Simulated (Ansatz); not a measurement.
Co: input and output of an SCF run

We look at Co: a measured crystal structure (space group Fm-3m, primitive cell doubled), with 2 atoms per cell. The computed pressure is over 10 GPa in size, so the cell is far from the computed equilibrium volume. Source: COD entry 9012944, which need not be the ambient phase.

Theory: Ansatz development build ahead of 0.2.0, DFT, PBE, PAW, plane waves, scalar-relativistic.

Input file:

```yaml
crystal:
  lattice:
    - [0.0, 1.8026, 1.8026]
    - [3.6052, 0.0, 3.6052]
    - [1.8026, 1.8026, 0.0]
  atoms:
    - { symbol: Co, position: [0.0, 0.0, 0.0], spin: 3.0 }
    - { symbol: Co, position: [0.0, 0.5, 0.0] }
magnetization:
  spin_polarized: true
hamiltonian:
  xc: pbe
  pseudopotentials: { kind: paw }
basis:
  ecutwfc: 420
kpoints:
  mp_grid: { grid: [11, 6, 11] }
scf:
  occupations: { method: gaussian, width: 0.05 }
  lower_state_search: "off"
output:
  forces: true
  stress: true
```

What the program printed (shortened):

```
Warning: crystal.symmetry: narrowed to the stabiliser of the k-point mesh — unitary ops 12 → 4; excluded 8 operations that carry a point of the 11×6×11 mesh (shift [0, 0, 0]) off the mesh (the run samples exactly the mesh kpoints.mp_grid names, as under crystal.symmetry.detect: false, and its converged state has the mesh's symmetry, not the crystal's; [...]
Pseudopotentials: kind: paw
Pseudopotential: Co, paw, valence charge 17, recommended cutoff 420 eV (normal), Co.paw.azcp
Functional definition: PBE
Crystal: 2 atoms, lattice volume = 23.429 Å³
Basis set: ecut = 420 eV, 487 PW (Γ), exchange–correlation on 36×72×36 points (8 copies of the dense FFT grid, shifted against one another)
Bands: 23, of which v1, the nominal top of the filled ones, is band 17 counted from 1 (16 counted from 0)
Symmetry: 4 space group operations
k-points: 204 of 726
Non-local potential: Co, projectors of the file, l = 0: 3, l = 1: 2, l = 2: 3, l = 3: 1
Initial density: superposition of atomic densities (chi_scale 0.1, normalization cell)
Starting moments: Σ|m| = 3 μB on 1 of 2 sites
Initial wavefunctions: pseudopotential atomic-orbital guess
Functional: x = pbe(κ = 0.804, μ = 0.2195149727645171), c = pbe(β = 0.06672455060314922)
SCF iter   1: F=—  HF=-10251.957195 eV  |F-HF|=—  |Δ(HF+E_count)|=         —  Δρ=1.30e-1 (↑1.30e-1 ↓6.74e-2)  dr2=8.30e0  dr2_m=4.90e-1  M=2.973 μB ∫|m|=3.048 μB  β_m=0.30  ethr=3.10e-3  ⟨swp⟩=5.4  Hψ=35563  notcnv=0
preconditioner: auto → none  [metal: Δε(μ)=0.014 eV  Ē_g=8.910 eV  σ=0.050 eV  W_gap=0.15  n_scr=8 (ndim 8)  ℏωp=32.5 eV  f_vac=0.000  D(μ)=1.87/eV (n_scr^D=28)  sad-step TF]
SCF iter   2: F=—  HF=-10252.999310 eV  |F-HF|=—  |Δ(HF+E_count)|=    1.04e0  Δρ=3.82e-1 (↑1.49e-1 ↓3.82e-1)  dr2=4.26e1  dr2_m=6.64e0  M=1.317 μB ∫|m|=1.473 μB  β_m=0.30  ethr=3.10e-3  ⟨swp⟩=2.4  Hψ=18319  notcnv=0  defer=553
SCF iter   3: F=—  HF=-10251.727647 eV  |F-HF|=—  |Δ(HF+E_count)|=    1.27e0  Δρ=7.41e-2 (↑7.41e-2 ↓6.52e-2)  dr2=6.71e-2  dr2_m=1.02e0  M=2.722 μB ∫|m|=2.871 μB  β_m=0.30  ethr=3.10e-3  ⟨swp⟩=2.5  Hψ=15897  notcnv=0  defer=612
SCF iter   4: F=—  HF=-10251.811442 eV  |F-HF|=—  |Δ(HF+E_count)|=   8.38e-2  Δρ=8.56e-2 (↑5.82e-2 ↓8.56e-2)  dr2=1.59e-1  dr2_m=1.11e0  M=2.728 μB ∫|m|=2.898 μB  β_m=0.30  ethr=1.97e-4  ⟨swp⟩=2.3  Hψ=13863  notcnv=0  defer=560
SCF iter   5: F=—  HF=-10251.894043 eV  |F-HF|=—  |Δ(HF+E_count)|=   8.26e-2  Δρ=7.30e-2 (↑6.44e-2 ↓7.30e-2)  dr2=2.46e-2  dr2_m=1.01e0  M=2.938 μB ∫|m|=3.114 μB  β_m=0.30  ethr=1.97e-4  ⟨swp⟩=2.4  Hψ=13254  notcnv=0  defer=534
SCF iter   6: F=—  HF=-10251.968631 eV  |F-HF|=—  |Δ(HF+E_count)|=   7.46e-2  Δρ=8.25e-2 (↑5.21e-2 ↓8.25e-2)  dr2=2.27e-1  dr2_m=9.70e-1  M=2.995 μB ∫|m|=3.190 μB  β_m=0.30  ethr=7.25e-5  ⟨swp⟩=2.0  Hψ=12502  notcnv=0  defer=525
Mixer restart at iter 6: flushing history
spin-set hold released at iteration 6 (the charge has settled, or the pull on large starting moments outlasts its swing): the magnetisation degrees of freedom join the quasi-Newton model from the next iteration; the mixer history was flushed
SCF iter   7: F=—  HF=-10252.371213 eV  |F-HF|=—  |Δ(HF+E_count)|=   4.03e-1  Δρ=1.10e-1 (↑1.05e-1 ↓1.10e-1)  dr2=9.72e0  dr2_m=1.54e-1  M=3.186 μB ∫|m|=3.397 μB  β_m=0.14  ethr=7.25e-5  ⟨swp⟩=2.9  Hψ=20439  notcnv=0  defer=521  recentre
[... 5 iterations left out ...]
SCF iter  13: F=—  HF=-10252.189780 eV  |F-HF|=—  |Δ(HF+E_count)|=   5.57e-3  Δρ=1.89e-2 (↑1.53e-2 ↓1.89e-2)  dr2=9.49e-2  dr2_m=3.44e-2  M=3.317 μB ∫|m|=3.632 μB  β_m=0.39  ethr=7.25e-5  ⟨swp⟩=2.2  Hψ=14402  notcnv=0  defer=528
SCF iter  14: F=—  HF=-10252.191829 eV  |F-HF|=—  |Δ(HF+E_count)|=   2.05e-3  Δρ=1.87e-2 (↑1.36e-2 ↓1.87e-2)  dr2=1.10e-1  dr2_m=2.99e-2  M=3.327 μB ∫|m|=3.640 μB  β_m=0.69  ethr=7.25e-5  ⟨swp⟩=1.9  Hψ=10350  notcnv=0  defer=531
SCF iter  15: F=—  HF=-10252.202720 eV  |F-HF|=—  |Δ(HF+E_count)|=   1.09e-2  Δρ=2.10e-2 (↑7.19e-3 ↓2.10e-2)  dr2=1.44e-1  dr2_m=1.37e-2  M=3.393 μB ∫|m|=3.708 μB  β_m=0.53  ethr=7.25e-5  ⟨swp⟩=2.3  Hψ=13425  notcnv=0  defer=531
SCF iter  16: F=—  HF=-10252.195843 eV  |F-HF|=—  |Δ(HF+E_count)|=   6.88e-3  Δρ=5.02e-3 (↑5.02e-3 ↓3.78e-3)  dr2=3.97e-3  dr2_m=3.29e-3  M=3.402 μB ∫|m|=3.719 μB  β_m=0.57  ethr=7.25e-5  ⟨swp⟩=2.0  Hψ=14154  notcnv=0  defer=534
SCF iter  17: F=—  HF=-10252.196651 eV  |F-HF|=—  |Δ(HF+E_count)|=   8.09e-4  Δρ=1.14e-3 (↑9.14e-4 ↓1.14e-3)  dr2=8.31e-5  dr2_m=1.73e-4  M=3.444 μB ∫|m|=3.767 μB  β_m=0.78  ethr=1.17e-5  ⟨swp⟩=1.5  Hψ=10455  notcnv=0  defer=530
SCF iter  18: F=—  HF=-10252.196766 eV  |F-HF|=—  |Δ(HF+E_count)|=   1.15e-4  Δρ=3.27e-3 (↑3.72e-4 ↓3.27e-3)  dr2=2.85e-3  dr2_m=4.80e-4  M=3.446 μB ∫|m|=3.768 μB  β_m=0.78  ethr=2.44e-7  ⟨swp⟩=2.1  Hψ=14577  notcnv=0  defer=530
SCF iter  19: F=—  HF=-10252.196687 eV  |F-HF|=—  |Δ(HF+E_count)|=   7.88e-5  Δρ=4.94e-4 (↑3.70e-4 ↓4.94e-4)  dr2=1.22e-4  dr2_m=5.70e-6  M=3.445 μB ∫|m|=3.767 μB  β_m=0.68  ethr=2.44e-7  ⟨swp⟩=2.0  Hψ=12436  notcnv=0  defer=530
SCF iter  20: F=—  HF=-10252.196688 eV  |F-HF|=—  |Δ(HF+E_count)|=   4.72e-7  Δρ=6.02e-4 (↑7.19e-5 ↓6.02e-4)  dr2=1.08e-4  dr2_m=1.58e-5  M=3.446 μB ∫|m|=3.769 μB  β_m=0.55  ethr=2.44e-7  ⟨swp⟩=1.5  Hψ=9675  notcnv=0  defer=530
SCF iter  21: F=—  HF=-10252.196685 eV  |F-HF|=—  |Δ(HF+E_count)|=   2.73e-6  Δρ=1.98e-4 (↑2.79e-5 ↓1.98e-4)  dr2=1.09e-5  dr2_m=1.76e-6  M=3.446 μB ∫|m|=3.769 μB  β_m=0.71  ethr=2.44e-7  ⟨swp⟩=1.0  Hψ=8888  notcnv=0  defer=530
SCF iter  22: F=—  HF=-10252.196685 eV  |F-HF|=—  |Δ(HF+E_count)|=   3.56e-7  Δρ=7.42e-5 (↑6.29e-6 ↓7.42e-5)  dr2=1.54e-6  dr2_m=2.76e-7  M=3.446 μB ∫|m|=3.769 μB  β_m=0.62  ethr=3.20e-8  ⟨swp⟩=1.0  Hψ=8849  notcnv=0  defer=530
iter 23 met the thresholds in force, and the SCF goes on: an eigenvalue changes by 1.12 meV, over its tolerance of 0.50 meV (output.eigenvalues, Limitations)
SCF iter  23: F=-10252.196685 eV  HF=-10252.196685 eV  |F-HF|=5.64e-8  |Δ(HF+E_count)|=   2.67e-8  Δρ=1.54e-5 (↑1.28e-6 ↓1.54e-5)  dr2=6.55e-8  dr2_m=1.17e-8  M=3.446 μB ∫|m|=3.769 μB  β_m=0.81  ethr=2.94e-10  ⟨swp⟩=2.9  Hψ=28706  notcnv=0
SCF iter  24: F=-10252.196685 eV  HF=-10252.196685 eV  |F-HF|=9.50e-10  |Δ(HF+E_count)|=  3.47e-10  Δρ=1.89e-6 (↑1.33e-6 ↓1.89e-6)  dr2=1.12e-9  dr2_m=1.00e-10  M=3.446 μB ∫|m|=3.769 μB  ethr=1.93e-10  ⟨swp⟩=2.0  Hψ=24278  notcnv=0
SCF 1 converged in 24 iterations: F = -10252.196685 eV  dr2 = 1.12e-9
  greatest PAW one-centre occupation: 1.001 electrons in one spin orbital (limit 2), on the Co atom at site 0 (counted from 0), in its partial waves of l = 1
SCF converged after 24 iterations
an eigenvalue changed by more than its tolerance at an iteration that met the thresholds in force, so the SCF went on 1 time: the last check found none over its tolerance
Magnetization: 3.4461 μB (18.7231 up, 15.2769 down)
Absolute magnetization: 3.7694 μB (∫|ρ↑−ρ↓|, with the PAW one-centre terms)
Spin contamination: 0.0601 ħ² per cell (⟨S²⟩ above its minimum at these occupations)
Per-site moments (μB) at R_I (Å): [(1.7966, 1.0515), (1.7966, 1.0515)]
Free energy (F): -10252.196685 eV
Harris-Foulkes:  -10252.196685 eV  (|F-HF|=9.50e-10)
Internal energy: -10252.192696 eV  (E = F + TS)
E sigma→0 (E₀):  -10252.194691 eV
Entropy (-TS):   -0.003988 eV (-1.994 meV/atom)
Fermi energy:    17.178108 eV
--- Per-component energies (eV) ---
  E_band       = -541.488063
  E_kinetic    = 902.486897
  E_local      = -5881.245662  (includes V_loc(G=0)·N_el)
  E_nonlocal   = 908.909985
  E_hartree    = 2456.313348
  E_xc         = -316.322158
  E_vxc        = -408.064530  (∫ρ·V_xc dr)
  E_paw        = -3030.009659  (= ΣΔE_a)
  E_vpaw       = -976.204822  (= ΣTr[D̂ρ^β])
  E_aug_tail   = 0.000153  (compensation charges beyond the density's cutoff)
  E_ewald      = -5292.325601
  E_smearing   = -0.003988  (= −TS)
  E_closure    = -0.000000  (closes the sum)
  Σ components = -10252.196685   (vs F -10252.196685, Δ=0.00e0)
--- Forces (eV/Å), atoms counted from 1 ---
  atom   1  Co    -0.00000000     0.00000000    -0.00000000
  atom   2  Co     0.00000000     0.00000000     0.00000000
  max |Σ_I F_I| component: 1.42e-28 eV/Å
--- Stress (GPa, compression-positive) ---
      -12.478838      -0.207650      -0.108328
       -0.207649     -12.188935      -0.207649
       -0.108328      -0.207650     -12.478838
  P = ⅓ Tr σ = -12.3822 GPa (-123.822 kbar)
```

Among 12 converged runs of this cell from various starts and settings, this end is the lowest found.

The mesh has less symmetry than the lattice, which lowers the symmetry of the run.

The run took 12 s on 2 threads of Arm Neoverse V2 (shared host), peak memory 0.42 GiB.
